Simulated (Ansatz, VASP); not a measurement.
# Cross-check of BaTiO3 between VASP and Ansatz, part 2 of 2

Aim: how closely do two programs agree when they are given the same cell, functional and k mesh? The structure shown is the end of the Ansatz relaxation below.

VASP 6.6.1 and Ansatz 0.2.0.

So far: Starting point; Ansatz: relaxation, PBEsol; VASP: single point, PBEsol, pair 1; Side by side.

### Step 5. Ansatz: relaxation, PBEsol

Level of this step: Ansatz beside VASP: Kohn-Sham DFT, plane waves, PBEsol (Ansatz).

This run makes the geometry at which the two programs are then compared. The cell compared in this pair holds 62.90 Å³, against 63.28 Å³ for the pair before.

The structure compared here is the end of the Ansatz relaxation.

input.yaml

```yaml
crystal:
  lattice:
    - [3.91610835, 0.0, 0.0]
    - [0.0, 3.91610835, 0.0]
    - [0.0, 0.0, 4.068427978]
  atoms:
    - { symbol: Ba, position: [0.0, 0.0, 0.0059372] }
    - { symbol: Ti, position: [0.5, 0.5, 0.5211202] }
    - { symbol: O, position: [0.5, 0.5, 0.9762064] }
    - { symbol: O, position: [0.5, 0.0, 0.4868681] }
    - { symbol: O, position: [0.0, 0.5, 0.4868681] }
kpoints:
  mp_grid: { grid: [7, 7, 7] }
scf:
  occupations: { method: fermi_dirac, width: 0.02 }
hamiltonian:
  xc: pbesol
  pseudopotentials: { kind: paw, azcp: { folder: soft_1 }, xc_functional: pbe }
basis:
  ecutwfc: 600
output:
  forces: true
  stress: true
relax:
  f_tol: 0.005
  max_steps: 70
  cell: { stress_tol: 0.02, p_target: 0, fix: [a, b, alpha, beta, gamma] }
```

The run is started by

```console
$ ansatz run input.yaml --threads 4 --pin off --max-ram 10240MiB --backend cpu --events-out ev --progress --plain --runs-dir out
```

Numbers of over 12 decimals in the logs are rounded to 6 here.

Log:

```text
[...]
Crystal: 5 atoms, lattice volume = 62.393 Å³
Basis set: ecut = 600 eV, 2065 PW (Γ), exchange–correlation on 64×64×72 points (8 copies of the dense FFT grid, shifted against one another)
Bands: 25, of which v1, the nominal top of the filled ones, is band 20 counted from 1 (19 counted from 0)
Symmetry: 8 space group operations
[...]
k-points: 40 of 343 (time reversal used)
[...]
--- Relaxed structure (6 steps of the walk, 6 accepted, 1 SCFs on fresh bases) ---
[...]
cell:  # Å, volume = 62.8994 Å³
    - [3.91610835, 0.0, 0]
    - [0.0, 3.91610835, 0.0]
    - [0, 0.0, 4.101444]
  atoms:
    - { symbol: Ba, position: [0, 0.0, 0.00894308] }
    - { symbol: Ti, position: [0.5, 0.5, 0.525728] }
    - { symbol: O, position: [0.5, 0.5, 0.972147] }
    - { symbol: O, position: [0.5, 0.0, 0.485091] }
    - { symbol: O, position: [0, 0.5, 0.485091] }
[key lines of the parts left out:]
SCF converged after 8 iterations
Free energy (F): -10027.642270 eV
Fermi energy:    11.481618 eV
P = ⅓ Tr σ = 2.0258 GPa (20.258 kbar)
```

### Step 6. VASP: single point, PBEsol, pair 2

The same cell, functional, mesh and smearing now go to VASP, with its own data sets.

INCAR

```
SYSTEM = BaTiO3
PREC = Accurate
ENCUT = 600
EDIFF = 1E-06
NELM = 120
ISMEAR = -1
SIGMA = 0.02
LREAL = .FALSE.
ALGO = Normal
GGA = PS
NBANDS = 26
LASPH = .TRUE.
LORBIT = 11
LWAVE = .FALSE.
LCHARG = .FALSE.
ISIF = 2
GGA_COMPAT = .FALSE.
EFERMI = MIDGAP
KPAR = 2
```

POSCAR

```
BaTiO3
1.0
    3.9161083500      0.0000000000      0.0000000000
    0.0000000000      3.9161083500      0.0000000000
    0.0000000000      0.0000000000      4.1014443849
Ba Ti O
1 1 3
Direct
    0.0000000000      0.0000000000      0.0089430752
    0.5000000000      0.5000000000      0.5257284366
    0.5000000000      0.5000000000      0.9721467783
    0.5000000000      0.0000000000      0.4850908550
    0.0000000000      0.5000000000      0.4850908550
```

KPOINTS

```
Automatic mesh
0
Gamma
7 7 7
0 0 0
```

PAW data sets: Ba_sv, Ti_sv and O (PBE family, release 64).

The run is started by

```console
$ mpirun -np 2 vasp_std
```

Log:

```text
[banner, memory and clock lines left out]
running    2 mpi-ranks, on    1 nodes
[...]
[... a notice as in an earlier step ...]

 LDA part: xc-table for (Slater+PW92), standard interpolation
 POSCAR, INCAR and KPOINTS ok, starting setup
[...]
entering main loop
       N       E                     dE             d eps       ncg     rms          rms(c)
DAV:   1     0.475422314653E+03    0.47542E+03   -0.22963E+04  2080   0.185E+03
DAV:   2     0.176039504050E+01   -0.47366E+03   -0.45768E+03  2404   0.482E+02
DAV:   3    -0.494558852043E+02   -0.51216E+02   -0.50075E+02  2888   0.150E+02
DAV:   4    -0.518540766905E+02   -0.23982E+01   -0.23949E+01  3134   0.291E+01
[...]
DAV:  14    -0.419831349267E+02    0.30381E-04   -0.10669E-04  2410   0.718E-02    0.143E-02
DAV:  15    -0.419831326082E+02    0.23185E-05   -0.19934E-05  2886   0.296E-02    0.619E-03
DAV:  16    -0.419831323544E+02    0.25379E-06   -0.10737E-06  1394   0.771E-03
   1 F= -.41983132E+02 E0= -.41983132E+02  d E =-.103428E-22
```

From OUTCAR (step 6):

```text
  Total        1.9178733      1.9178733      0.7016209      0.0000000      0.0000000      0.0000000
  in kB       48.8522156     48.8522156     17.8717421      0.0000000      0.0000000      0.0000000
  external PRESSURE =      38.5253911 kB  Pullay stress =       0.0000000 kB

 POSITION                                       TOTAL-FORCE (eV/Angst)
 -----------------------------------------------------------------------------------
      0.00000      0.00000      0.03668        -0.000000     -0.000000     -0.042778
      1.95805      1.95805      2.15625        -0.000000      0.000000     -0.054954
      1.95805      1.95805      3.98721        -0.000000     -0.000000      0.050565
      1.95805      0.00000      1.98957        -0.000000     -0.000000      0.023584
      0.00000      1.95805      1.98957         0.000000     -0.000000      0.023584
 -----------------------------------------------------------------------------------
    total drift:                                0.000000     -0.000000      0.000016

  FREE ENERGIE OF THE ION-ELECTRON SYSTEM (eV)
  ---------------------------------------------------
  free  energy   TOTEN  =       -41.9831323544 eV

  energy  without entropy=      -41.9831323544  energy(sigma->0) =      -41.98313235

[... 1 part as in an earlier step ...]

[... 2 further parts left out ...]
[key lines of the parts left out:]
E-fermi :   4.8490
```

The run ends at a pressure of 3.85 GPa, with forces up to 0.055 eV/Å.

### Step 7. Comparison

Compared:

| quantity | Ansatz | VASP | difference |
| --- | --- | --- | --- |
| pressure (GPa) | 2.03 | 3.85 | -1.83 |
| gap on the k mesh (eV) | 1.978 | 1.927 | +0.051 |

Forces (eV/Å; atoms numbered as in POSCAR):

| atom | Ansatz x, y, z | VASP x, y, z |
| --- | --- | --- |
| Ba1 | 0.000, 0.000, 0.000 | 0.000, 0.000, -0.043 |
| Ti2 | 0.000, 0.000, 0.000 | 0.000, 0.000, -0.055 |
| O3 | 0.000, 0.000, 0.001 | 0.000, 0.000, 0.051 |
| O4 | 0.000, 0.000, 0.000 | 0.000, 0.000, 0.024 |
| O5 | 0.000, 0.000, 0.000 | 0.000, 0.000, 0.024 |

The forces differ by 24 meV/Å r.m.s., where the r.m.s. force is 0.000 eV/Å in Ansatz and 0.024 eV/Å in VASP: the atoms lie near their places of rest in Ansatz, so a percentage would say little (all taken over all components). A gap on the mesh is an upper bound, since the band edges may lie between its points.

### Step 8. Ansatz: relaxation, PBEsol

This run makes the geometry at which the two programs are then compared. The cell compared in this pair holds 63.79 Å³, against 62.90 Å³ for the pair before.

The structure compared here is the end of the Ansatz relaxation.

input.yaml, as its differences from that of step 5:

```diff
@@ -2,5 +2,5 @@
   lattice:
-    - [3.91610835, 0.0, 0.0]
-    - [0.0, 3.91610835, 0.0]
-    - [0.0, 0.0, 4.068427978]
+    - [3.99522165, 0.0, 0.0]
+    - [0.0, 3.99522165, 0.0]
+    - [0.0, 0.0, 4.019898022]
   atoms:
```

The run is started by

```console
$ ansatz run input.yaml --threads 4 --pin off --max-ram 10240MiB --backend cpu --events-out ev --progress --plain --runs-dir out
```

Log:

```text
[...]
Crystal: 5 atoms, lattice volume = 64.165 Å³
Basis set: ecut = 600 eV, 2105 PW (Γ), exchange–correlation on 64×64×72 points (8 copies of the dense FFT grid, shifted against one another)
Bands: 25, of which v1, the nominal top of the filled ones, is band 20 counted from 1 (19 counted from 0)
Symmetry: 8 space group operations
[...]
k-points: 40 of 343 (time reversal used)
[...]
--- Relaxed structure (6 steps of the walk, 6 accepted, 1 SCFs on fresh bases) ---
[...]
cell:  # Å, volume = 63.7867 Å³
    - [3.99522165, 0.0, 0]
    - [0.0, 3.99522165, 0.0]
    - [0, 0.0, 3.996211]
  atoms:
    - { symbol: Ba, position: [0, 0.0, 0.00363826] }
    - { symbol: Ti, position: [0.5, 0.5, 0.516941] }
    - { symbol: O, position: [0.5, 0.5, 0.979720] }
    - { symbol: O, position: [0.5, 0.0, 0.488351] }
    - { symbol: O, position: [0, 0.5, 0.488351] }
[key lines of the parts left out:]
SCF converged after 8 iterations
Free energy (F): -10027.642505 eV
Fermi energy:    11.136066 eV
P = ⅓ Tr σ = -1.9678 GPa (-19.678 kbar)
```

### Step 9. VASP: single point, PBEsol, pair 3

The same cell, functional, mesh and smearing now go to VASP, with its own data sets.

INCAR is that of step 6.

POSCAR

```
BaTiO3
1.0
    3.9952216500      0.0000000000      0.0000000000
    0.0000000000      3.9952216500      0.0000000000
    0.0000000000      0.0000000000      3.9962114005
Ba Ti O
1 1 3
Direct
    0.0000000000      0.0000000000      0.0036382570
    0.5000000000      0.5000000000      0.5169408500
    0.5000000000      0.5000000000      0.9797197409
    0.5000000000      0.0000000000      0.4883505761
    0.0000000000      0.5000000000      0.4883505761
```

KPOINTS is that of step 6.

The run is started by

```console
$ mpirun -np 2 vasp_std
```

Log:

```text
[... set-up lines as in an earlier step ...]
 entering main loop
       N       E                     dE             d eps       ncg     rms          rms(c)
DAV:   1     0.475696942735E+03    0.47570E+03   -0.22954E+04  2080   0.185E+03
DAV:   2     0.392230863429E+01   -0.47177E+03   -0.45545E+03  2360   0.481E+02
DAV:   3    -0.496352227502E+02   -0.53558E+02   -0.52549E+02  2928   0.151E+02
DAV:   4    -0.520614779170E+02   -0.24263E+01   -0.24227E+01  3056   0.294E+01
[...]
DAV:  14    -0.419986963379E+02    0.73103E-04   -0.22950E-04  2790   0.105E-01    0.167E-02
DAV:  15    -0.419986931061E+02    0.32318E-05   -0.25630E-05  2762   0.323E-02    0.454E-03
DAV:  16    -0.419986929342E+02    0.17185E-06   -0.12818E-06  1512   0.846E-03
   1 F= -.41998693E+02 E0= -.41998693E+02  d E =-.513459E-22
```

From OUTCAR (step 9):

```text
  Total       -0.5098819     -0.5098819      0.7132855      0.0000000      0.0000000      0.0000000
  in kB      -12.8070743    -12.8070743     17.9161123      0.0000000      0.0000000      0.0000000
  external PRESSURE =      -2.5660121 kB  Pullay stress =       0.0000000 kB

 POSITION                                       TOTAL-FORCE (eV/Angst)
 -----------------------------------------------------------------------------------
      0.00000      0.00000      0.01454        -0.000000     -0.000000     -0.027826
      1.99761      1.99761      2.06580         0.000000      0.000000     -0.044455
      1.99761      1.99761      3.91517         0.000000      0.000000      0.043505
      1.99761      0.00000      1.95155         0.000000     -0.000000      0.014388
      0.00000      1.99761      1.95155         0.000000     -0.000000      0.014388
 -----------------------------------------------------------------------------------
    total drift:                                0.000000     -0.000000     -0.000298

  FREE ENERGIE OF THE ION-ELECTRON SYSTEM (eV)
  ---------------------------------------------------
  free  energy   TOTEN  =       -41.9986929342 eV

  energy  without entropy=      -41.9986929342  energy(sigma->0) =      -41.99869293

[... 1 part as in an earlier step ...]

[... 2 further parts left out ...]
[key lines of the parts left out:]
E-fermi :   4.6028
```

The run ends at a pressure of -0.26 GPa, with forces up to 0.044 eV/Å.

### Step 10. Comparison

The two programs side by side:

| quantity | Ansatz | VASP | difference |
| --- | --- | --- | --- |
| pressure (GPa) | -1.97 | -0.26 | -1.71 |
| gap on the k mesh (eV) | 1.929 | 1.858 | +0.071 |

At this near-relaxed geometry the largest component of a force difference is 44 meV/Å. A gap on the mesh is an upper bound, since the band edges may lie between its points.

### Step 11. What came out

- r.m.s. force difference (single point, PBEsol, pair 1): 21 meV/Å
- difference in pressure (single point, PBEsol, pair 1): -1.8 GPa
- difference in gap on the k mesh (single point, PBEsol, pair 1): 0.061 eV
- r.m.s. force difference (single point, PBEsol, pair 2): 24 meV/Å
- difference in pressure (single point, PBEsol, pair 2): -1.8 GPa
- difference in gap on the k mesh (single point, PBEsol, pair 2): 0.051 eV
- r.m.s. force difference (single point, PBEsol, pair 3): 18 meV/Å
- difference in pressure (single point, PBEsol, pair 3): -1.7 GPa
- difference in gap on the k mesh (single point, PBEsol, pair 3): 0.071 eV

What this shows: The r.m.s. force difference is 24 meV/Å (single point, PBEsol, pair 2), beyond the 12 meV/Å picked in this series as the mark of a large difference. By the marks of this series, far apart in the single point, PBEsol, pair 1 pair: the r.m.s. force difference, 21 meV/Å and the difference in pressure, -1.8 GPa. What causes the difference of the single point, PBEsol, pair 1 pair stays open here. By the marks of this series, far apart in the single point, PBEsol, pair 2 pair: the r.m.s. force difference, 24 meV/Å and the difference in pressure, -1.8 GPa. What causes the difference of the single point, PBEsol, pair 2 pair stays open here. By the marks of this series, far apart in the single point, PBEsol, pair 3 pair: the r.m.s. force difference, 18 meV/Å and the difference in pressure, -1.7 GPa. 4 further runs of this series are not shown here. Such differences can come from data sets, numerical settings and the points named under the comparisons, not from the functional's error against experiment.

[Lines on the potential files, build, host, timing and source positions are cut from VASP's logs without a mark.]

[Logs are printed without paths, hosts, clocks, repeated set-up lines and the standing remarks that a program may print on its own settings, such as how far it seeks lower states.]

[Hosts, paths, dates, database ids (printed as entryN), source tags and the programs' standing remarks are cut or masked in the printed files.]
